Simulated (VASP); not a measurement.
# HfO2 (Fm-3m) in VASP: Born charges and dielectric tensor with RPBE

Aim: the Born charges and dielectric tensor of HfO2 with RPBE.

Program: VASP 6.6.1. These are calculated values, not measurements. Logs are shortened: lines on timing, memory, paths and dates and some standing lists are left out, and cuts for length are marked.

**1. The crystal as given**

The structure is cubic, space group Fm-3m (No. 225). The conventional cell has a = 5.105 Å, b = 5.105 Å, c = 5.105 Å, α = 90.00°, β = 90.00°, γ = 90.00°. Hf (site symmetry m-3m) is surrounded by 8 O at 2.21 Å. Around O (site symmetry -43m) lie 4 Hf at 2.21 Å.

Measurements of this composition are mostly on another form, of space group No. 14.

**2. Born charges and dielectric tensor, RPBE**

Contents of INCAR:

```
SYSTEM = HfO2
PREC = Accurate
ENCUT = 600
EDIFF = 1E-8
ISMEAR = 0
SIGMA = 0.02
LREAL = .False.
LASPH = .True.
NELM = 80
ALGO = Normal
ISIF = 2
LWAVE = .False.
LCHARG = .False.
GGA = RP
LEPSILON = .True.
IBRION = 8
NSW = 1
```

Contents of KPOINTS:

```
Automatic mesh
0
Gamma
  8 8 8
  0 0 0
```

Contents of POSCAR:

```
HfO2
1.0
    0.0000000000      2.5526100000      2.5526100000
    2.5526100000      0.0000000000      2.5526100000
    2.5526100000      2.5526100000      0.0000000000
Hf O
1 2
Direct
    0.0000000000      0.0000000000      0.0000000000
    0.7500000000      0.7500000000      0.7500000000
    0.2500000000      0.2500000000      0.2500000000
```

Potentials or basis: VASP PAW PBE potentials, release 64 (Hf_pv, O).

On the command line:

```sh
cat potpaw_PBE.64/Hf_pv/POTCAR potpaw_PBE.64/O/POTCAR > POTCAR
mpirun -np 1 vasp_std > vasp.out
```

OUTCAR:

```text
SYSTEM = HfO2
   PREC = Accurate
   ENCUT = 600
   EDIFF = 1E-8
   ISMEAR = 0
   LREAL = .False.
   LASPH = .True.
   NELM = 80
   ISIF = 2
   GGA = RP
   LEPSILON = .True.
   IBRION = 8
   NSW = 1

 ion  position               nearest neighbor table
   1  0.000  0.000  0.000-   2 2.21   2 2.21   3 2.21   3 2.21   2 2.21   2 2.21   3 2.21   3 2.21

   2  0.750  0.750  0.750-   1 2.21   1 2.21   1 2.21   1 2.21
   3  0.250  0.250  0.250-   1 2.21   1 2.21   1 2.21   1 2.21

  LATTYP: Found a face centered cubic cell.
 ALAT       =     5.1052200000

  Lattice vectors:

 A1 = (   0.0000000000,   2.5526100000,   2.5526100000)
 A2 = (   2.5526100000,   0.0000000000,   2.5526100000)
 A3 = (   2.5526100000,   2.5526100000,   0.0000000000)

Analysis of symmetry for initial positions (statically):
=====================================================================
 Subroutine PRICEL returns:
 Original cell was already a primitive cell.

 Routine SETGRP: Setting up the symmetry group for a
 face centered cubic supercell.

 Subroutine GETGRP returns: Found 48 space group operations
 (whereof 48 operations were pure point group operations)
 out of a pool of 48 trial point group operations.

The static configuration has the point symmetry O_h .

Analysis of symmetry for dynamics (positions and initial velocities):
=====================================================================
 Subroutine PRICEL returns:
 Original cell was already a primitive cell.

 Routine SETGRP: Setting up the symmetry group for a
 face centered cubic supercell.

 Subroutine GETGRP returns: Found 48 space group operations
 (whereof 48 operations were pure point group operations)
 out of a pool of 48 trial point group operations.

The dynamic configuration has the point symmetry O_h .

[... 685 lines left out ...]
  --------------------------------------------------------------------------------
  x     0.00000     0.00000     0.00000     0.00000     0.00000     0.00000
  y     0.00000     0.00000     0.00000     0.00000     0.00000     0.00000
  z     0.00000     0.00000     0.00000     0.00000     0.00000     0.00000

 PIEZOELECTRIC TENSOR (including local field effects)  for field in x, y, z        (C/m^2)
          XX          YY          ZZ          XY          YZ          ZX
  --------------------------------------------------------------------------------
  x     0.00000     0.00000     0.00000     0.00000     0.00000     0.00000
  y     0.00000     0.00000     0.00000     0.00000     0.00000     0.00000
  z     0.00000     0.00000     0.00000     0.00000     0.00000     0.00000

 BORN EFFECTIVE CHARGES (including local field effects) (in |e|, cummulative output)
 ---------------------------------------------------------------------------------
 ion    1
    1     5.51085     0.00000     0.00000
    2     0.00000     5.51085     0.00000
    3     0.00000     0.00000     5.51085
 ion    2
    1    -2.75543     0.00000     0.00000
    2     0.00000    -2.75543     0.00000
    3     0.00000     0.00000    -2.75543
 ion    3
    1    -2.75543     0.00000     0.00000
    2     0.00000    -2.75543     0.00000
    3     0.00000     0.00000    -2.75543

 INTERNAL STRAIN TENSOR FOR ION    3 for displacements in x,y,z  (eV/Angst):
          X           Y           Z          XY          YZ          ZX
  --------------------------------------------------------------------------------
  x     0.00000     0.00000     0.00000     0.00000    -6.09875     0.00000
  y    -0.00000     0.00000    -0.00000     0.00000     0.00000    -6.09875
  z    -0.00000    -0.00000     0.00000    -6.09875     0.00000     0.00000

 SECOND DERIVATIVES (NOT SYMMETRIZED)
 ------------------------------------
               1X          1Y          1Z          2X          2Y          2Z          3X          3Y          3Z
  1X    -4.379959    0.000000    0.000000    2.189980    0.000000    0.000000    2.189980    0.000000    0.000000
  1Y     0.000000   -4.379959    0.000000    0.000000    2.189980    0.000000    0.000000    2.189980    0.000000
  1Z     0.000000    0.000000   -4.379959    0.000000    0.000000    2.189980    0.000000    0.000000    2.189980
  2X     2.188276   -0.000000   -0.000000  -10.326340    0.000000    0.000000    8.138064    0.000000    0.000000
  2Y    -0.000000    2.188276    0.000000    0.000000  -10.326340    0.000000    0.000000    8.138064    0.000000
  2Z    -0.000000    0.000000    2.188276    0.000000    0.000000  -10.326340    0.000000    0.000000    8.138064
  3X     2.188276   -0.000000   -0.000000    8.138064    0.000000    0.000000  -10.326340    0.000000    0.000000
  3Y    -0.000000    2.188276    0.000000    0.000000    8.138064    0.000000    0.000000  -10.326340    0.000000
  3Z    -0.000000    0.000000    2.188276    0.000000    0.000000    8.138064    0.000000    0.000000  -10.326340

 Eigenvectors and eigenvalues of the dynamical matrix
 ----------------------------------------------------

   1 f  =   16.794163 THz   105.520840 2PiTHz  560.192989 cm-1    69.455047 meV
             X         Y         Z           dx          dy          dz
      0.000000  0.000000  0.000000    -0.000000    0.000000   -0.000000
      3.828915  3.828915  3.828915     0.706872    0.018223   -0.000000
      1.276305  1.276305  1.276305    -0.706872   -0.018223   -0.000000
[... 43 lines left out ...]
   9 f/i=    0.000878 THz     0.005514 2PiTHz    0.029272 cm-1     0.003629 meV
             X         Y         Z           dx          dy          dz
      0.000000  0.000000  0.000000    -0.417604   -0.546193    0.612498
      3.828915  3.828915  3.828915    -0.125080   -0.163594    0.183454
      1.276305  1.276305  1.276305    -0.125080   -0.163594    0.183454

--------------------------------------------------------------------------------------------------------

 MACROSCOPIC STATIC DIELECTRIC TENSOR IONIC CONTRIBUTION
 ------------------------------------------------------
          37.727872     0.000000     0.000000
           0.000000    37.727872    -0.000000
           0.000000    -0.000000    37.727872
 ------------------------------------------------------

 ELASTIC MODULI CONTR FROM IONIC RELAXATION (kBar)
 Direction    XX          YY          ZZ          XY          YZ          ZX
 --------------------------------------------------------------------------------
 XX          -0.0000     -0.0000     -0.0000     -0.0000     -0.0000     -0.0000
 YY          -0.0000     -0.0000     -0.0000     -0.0000      0.0000     -0.0000
 ZZ          -0.0000     -0.0000     -0.0000     -0.0000      0.0000     -0.0000
 XY          -0.0000     -0.0000     -0.0000   -194.0454     -0.0000     -0.0000
 YZ          -0.0000      0.0000      0.0000     -0.0000   -194.0454     -0.0000
 ZX          -0.0000      0.0000     -0.0000     -0.0000     -0.0000   -194.0454
 --------------------------------------------------------------------------------

 PIEZOELECTRIC TENSOR IONIC CONTR  for field in x, y, z        (C/m^2)
          XX          YY          ZZ          XY          YZ          ZX
  --------------------------------------------------------------------------------
  x     0.00000    -0.00000     0.00000     0.00000     0.00000     0.00000
  y     0.00000    -0.00000     0.00000     0.00000     0.00000     0.00000
  z    -0.00000    -0.00000    -0.00000    -0.00000     0.00000    -0.00000
```

It took 6 min on 1 thread of Intel Xeon Platinum 8488C (Sapphire Rapids), shared host; peak memory 0.33 GiB.

What came out:

```
Band gap on the k mesh                                  : 3.86 eV, direct
Electronic dielectric tensor (diagonal)                 : 5.22
Born charges (mean of the diagonal)                     : Hf +5.51; O -2.76 e
Highest phonon frequency at Γ, LO-TO splitting left out : 560 cm⁻¹
```

Levels at points of the mesh, in eV from the valence-band top:
| k point | band 8 | band 9 | band 10 | band 11 | band 12 | band 13 | band 14 | band 15 |
| --- | --- | --- | --- | --- | --- | --- | --- | --- |
| (0.00, 0.00, 0.00) | -5.20 | -0.59 | -0.59 | -0.59 | 3.91 | 3.91 | 5.83 | 10.17 |
| (0.50, 0.00, 0.00) | -2.99 | -2.66 | -1.80 | -1.80 | 4.60 | 4.60 | 6.80 | 9.21 |
| (0.50, 0.50, 0.00) | -3.40 | -1.49 | -1.49 | 0.00 | 3.86 | 5.46 | 6.46 | 7.99 |

Phonon frequencies in cm⁻¹ (negative: imaginary):
```
              q point                    frequencies
(0.000, 0.000, 0.000)  0 0 0 209 209 209 560 560 560
```

Electronic dielectric tensor:
```
5.22 0.00 0.00
0.00 5.22 0.00
0.00 0.00 5.22
```

Born effective charge tensors (e):
atom 1, Hf
```
5.51 0.00 0.00
0.00 5.51 0.00
0.00 0.00 5.51
```
atom 2, O
```
-2.76  0.00  0.00
 0.00 -2.76  0.00
 0.00  0.00 -2.76
```
atom 3, O
```
-2.76  0.00  0.00
 0.00 -2.76  0.00
 0.00  0.00 -2.76
```

Caveat: spin-orbit coupling is left out, which moves the levels of the heavy elements. RPBE gaps usually lie below the measured ones, often by a third to a half.
